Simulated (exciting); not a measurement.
ZnS:

```
Zn S
1.0
     0.00000    2.70200    2.70200
     2.70200    0.00000    2.70200
     2.70200    2.70200    0.00000
Zn S
1 1
Direct
  0.75000 0.75000 0.75000
  0.00000 0.00000 0.00000
```

Base run:

* Program: exciting (release sodium)
* Functional: LDA
* Potentials or basis: all-electron LAPW+lo, shipped species files, valence relativity iora*
* rgkmax: 8.5
* k mesh: 9 × 9 × 9
* Occupations: fermi-dirac, width 0.05 eV
* Spin: no spin polarisation

Its results: band gap on the k mesh 1.86 eV, direct.

Question: The run is repeated on the same cell with these changes: functional from LDA to PBE; occupations from fermi-dirac, width 0.05 eV to gaussian, width 0.011 eV. What comes out?

Answer: Band gap on the k mesh 2.11 eV, direct.
